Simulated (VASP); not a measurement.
Crystal: CeO.

```xyz
2
Lattice="0.0000 2.6332 2.6332 2.6332 0.0000 2.6332 2.6332 2.6332 0.0000" Properties=species:S:1:pos:R:3 pbc="T T T"
Ce    0.0000    0.0000    0.0000
O     1.3166    1.3166    1.3166
```

The cell comes from a database or a generator and needn't be the stable form of this composition.

Base run:

* Program: VASP 6.6.1
* Functional: PBEsol
* Potentials or basis: VASP PAW PBE potentials, release 64 (Ce, O)
* Cutoff: 520 eV
* k mesh: 6 × 6 × 6
* Occupations: gaussian, width 0.05 eV
* Spin: collinear spin, ferromagnetic start
* Starting moments: [1.0, 0.0] μB
* Hubbard terms: Ce f U = 5 eV

Its results: pressure 18.4 GPa; site moments Ce +1.15; O -0.04 μB.

Q: The run is repeated on the same cell with these changes: further incar settings from ALGO = Normal; EDIFF = 1e-06; NBANDS = 20 to ALGO = Fast; EDIFF = 1e-06; fixed moment from none to 1 μB. What comes out?

A: Pressure 17.2 GPa; site moments Ce +0.91; O -0.04 μB.

Caveats: the magnetic or orbital state may not be the lowest; the PAW data sets were made with another functional, which shifts forces and pressure a little; the total moment is fixed, so each spin has its own Fermi level (some runs).
